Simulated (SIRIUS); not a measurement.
# MoS2 (P-3m1) in SIRIUS: further runs, part 2 of 2

SIRIUS 7.10.0. The steps go on from the part before.

## (3) Single point, PBE

The input, sirius.json:

```json
{
  "control": {
    "processing_unit": "cpu",
    "verbosity": 2,
    "num_bands_to_print": 21,
    "print_forces": true,
    "print_stress": true
  },
  "parameters": {
    "electronic_structure_method": "pseudopotential",
    "xc_functionals": ["XC_GGA_X_PBE", "XC_GGA_C_PBE"],
    "gk_cutoff": 9.0,
    "pw_cutoff": 18.0,
    "ngridk": [8, 8, 4],
    "shiftk": [0, 0, 0],
    "smearing": "fermi_dirac",
    "smearing_width": 0.0018374661,
    "num_bands": 21,
    "num_mag_dims": 0,
    "num_dft_iter": 100,
    "energy_tol": 1e-08,
    "density_tol": 1e-06
  },
  "iterative_solver": {
    "type": "davidson",
    "min_tolerance": 1e-09,
    "tolerance_scale": [0.1, 0.25]
  },
  "mixer": {
    "type": "anderson",
    "beta": 0.7,
    "max_history": 8
  },
  "settings": {
    "tol_ne": 1e-10,
    "pseudo_grid_cutoff": 6.5
  },
  "unit_cell": {
    "lattice_vectors": [
      [1.0, 0.0, 0.0],
      [-0.5, 0.866025403253, 0.0],
      [0.0, 0.0, 1.613207549711]
    ],
    "lattice_vectors_scale": 6.7348832991,
    "atom_coordinate_units": "lattice",
    "atom_types": ["Mo", "S"],
    "atom_files": {
      "S": "S.json",
      "Mo": "Mo.json"
    },
    "atoms": {
      "Mo": [
        [0.0, 0.0, 0.0]
      ],
      "S": [
        [0.3333333333, 0.6666666667, 0.252],
        [0.6666666667, 0.3333333333, 0.748]
      ]
    }
  }
}
```

Potentials or basis: PseudoDojo 0.5 PBE stringent (scalar relativistic).

Run with:

```sh
> upf_to_json S.upf
> upf_to_json Mo.upf
> OMP_NUM_THREADS=1 sirius.scf --input=sirius.json --output=out.json --task=0
```

The program printed:

```text
[info] SIRIUS version : 7.10.0
[info] number of MPI ranks           : 1
[info] MPI grid                      : 1 1
[info] maximum number of OMP threads : 1
[fft] FFT context for density and potential
[fft] =====================================
[fft]   comm size                             : 1
[fft]   plane wave cutoff                     : 18
[fft]   grid size                             : 45 45 72   total : 145800
[fft]   grid limits                           : -22 22   -22 22   -35 36
[fft]   number of G-vectors within the cutoff : 21053
[fft]   local number of G-vectors             : 21053
[fft]   number of G-shells                    : 2139
[fft] FFT context for coarse grid
[fft] =====================================
[fft]   comm size                             : 1
[fft]   plane wave cutoff                     : 18
[fft]   grid size                             : 45 45 72   total : 145800
[fft]   grid limits                           : -22 22   -22 22   -35 36
[fft]   number of G-vectors within the cutoff : 21053
[fft]   local number of G-vectors             : 21053
[fft]   number of G-shells                    : 2139
[unit cell] lattice vectors
[unit cell]   a1 :       6.7348832991      0.0000000000      0.0000000000
[unit cell]   a2 :      -3.3674416495      5.8325800250      0.0000000000
[unit cell]   a3 :       0.0000000000      0.0000000000     10.8647645845
[unit cell] reciprocal lattice vectors
[unit cell]   b1 :       0.9329315785      0.5386282983     -0.0000000000
[unit cell]   b2 :       0.0000000000      1.0772565966      0.0000000000
[unit cell]   b3 :       0.0000000000     -0.0000000000      0.5783084629
[unit cell] unit cell volume :       426.78692060 [a.u.^3]
[unit cell] 1/sqrt(omega)    :         0.04840547
[unit cell] MT volume        :         0.00000000 ( 0.00%)
[unit cell] IT volume        :       426.78692060 (100.00%)
[unit cell] number of atom types : 2
[unit cell] type id : 0 symbol : Mo mt_radius :  16.390000 num_atoms : 1
[... 369 lines left out ...]
[find] valence_eval_sum               :      -7.76281481
[find] <rho|V^{XC}>                   :     -16.57579553
[find] <rho|E^{XC}>                   :     -16.44726610
[find] <mag|B^{XC}>                   :       0.00000000
[find] <rho|V^{H}>                    :      48.94861822
[find] one-electron contribution      :     -40.13563751 (Ha),     -80.27127502 (Ry)
[find] hartree contribution           :      24.47430911
[find] xc contribution                :     -16.44726610
[find] ewald contribution             :     -60.22155674
[find] PAW contribution               :       0.00000000
[find] smearing (-TS)                 :      -0.00069132
[find] SCF correction                 :       0.00001813
[find] Total energy                   :     -92.33013311 (Ha),    -184.66026621 (Ry)
[find] Free energy (E-TS)             :     -92.33082443 (Ha),    -184.66164886 (Ry)
[find] band gap (eV)                  :       0.00000000
[find] Efermi                         :       0.31096584
[ground_state] === stress tensor components [kbar] ===
[ground_state] === stress_kin ===
[ground_state] -13459.827854   -0.000000    0.000000
[ground_state]    -0.000000-13459.827871    0.000000
[ground_state]     0.000000    0.000000-13948.493145
[ground_state] === stress_har ===
[ground_state] -10182.570670   -0.000000   -0.000000
[ground_state]    -0.000000-10182.570683    0.000000
[ground_state]    -0.000000    0.000000 3493.515142
[ground_state] === stress_ewald ===
[ground_state]  7851.750534    0.000000   -0.000000
[ground_state]     0.000000 7851.750543   -0.000000
[ground_state]    -0.000000   -0.00000025810.871833
[ground_state] === stress_vloc ===
[ground_state] 23551.369508    0.000000    0.000000
[ground_state]     0.00000023551.369537    0.000000
[ground_state]     0.000000    0.000000-7721.139285
[ground_state] === stress_xc ===
[ground_state]   193.600548    0.000000   -0.000000
[ground_state]     0.000000  193.600548    0.000000
[ground_state]    -0.000000    0.000000  193.452885
[ground_state] === stress_core ===
[ground_state]  3047.007796    0.000000    0.000000
[ground_state]     0.000000 3047.007800   -0.000000
[ground_state]     0.000000   -0.000000 3049.400617
[ground_state] === stress_nonloc ===
[ground_state] -10847.751600   -0.000000   -0.000000
[ground_state]    -0.000000-10847.751613    0.000000
[ground_state]    -0.000000    0.000000-10839.007937
[ground_state] === stress_us_nl ===
[ground_state] -10847.751600   -0.000000   -0.000000
[ground_state]    -0.000000-10847.751613    0.000000
[ground_state]    -0.000000    0.000000-10839.007937
[ground_state] === stress_total ===
[ground_state]   153.578261    0.000000   -0.000000
[ground_state]     0.000000  153.578261   -0.000000
[ground_state]    -0.000000   -0.000000   38.600111
[ground_state] ==== total Forces in Ha/bohr =====
[ground_state] atom:    0, force:       0.0000000      0.0000000      0.0000000
[ground_state] atom:    1, force:       0.0000000     -0.0000000     -0.0127545
[ground_state] atom:    2, force:      -0.0000000      0.0000000      0.0127545
[ground_state] ==== ultrasoft contribution from Qij =====
[ground_state] atom:    0, force:       0.0000000      0.0000000      0.0000000
[ground_state] atom:    1, force:       0.0000000      0.0000000      0.0000000
[ground_state] atom:    2, force:       0.0000000      0.0000000      0.0000000
[ground_state] ==== non-local contribution from Beta-projector =====
[ground_state] atom:    0, force:       0.0000000      0.0000000      0.0000000
[ground_state] atom:    1, force:       0.0000000     -0.0000000     -0.1317634
[ground_state] atom:    2, force:       0.0000000      0.0000000      0.1317634
[ground_state] ==== contribution from local potential =====
[ground_state] atom:    0, force:       0.0000000      0.0000000      0.0000000
[ground_state] atom:    1, force:      -0.0000000     -0.0000000     -4.7595875
[ground_state] atom:    2, force:       0.0000000     -0.0000000      4.7595875
[ground_state] ==== contribution from core density =====
[ground_state] atom:    0, force:       0.0000000      0.0000000      0.0000000
[ground_state] atom:    1, force:       0.0000000     -0.0000000      0.0044277
[ground_state] atom:    2, force:      -0.0000000      0.0000000     -0.0044277
[ground_state] ==== Ewald forces from ions =====
[ground_state] atom:    0, force:       0.0000000      0.0000000      0.0000000
[ground_state] atom:    1, force:       0.0000000     -0.0000000      4.8741679
[ground_state] atom:    2, force:      -0.0000000      0.0000000     -4.8741679
[~DFT_ground_state] local op. applied: 25741
[~DFT_ground_state] evp. work count: 5327.13
[~DFT_ground_state] number of iterative solver steps: 2087
```

Wall time 2.2 min (1 thread of Arm Neoverse V1, shared host); peak memory 0.62 GiB.

Results:

```yaml
Free_energy: -2512.4497 eV
Pressure: -11.5 GPa
Largest_force: 0.656 eV/Å
Band_gap_on_the_k_mesh: none (metal or under the smearing width)
```

Forces on the atoms (eV/Å):
```
Mo   0.000  0.000  0.000
S    0.000  0.000 -0.656
S    0.000  0.000  0.656
```

Caveat: this functional lacks dispersion, which binds the layers, so the pressure and a relaxed spacing across them are unreliable.
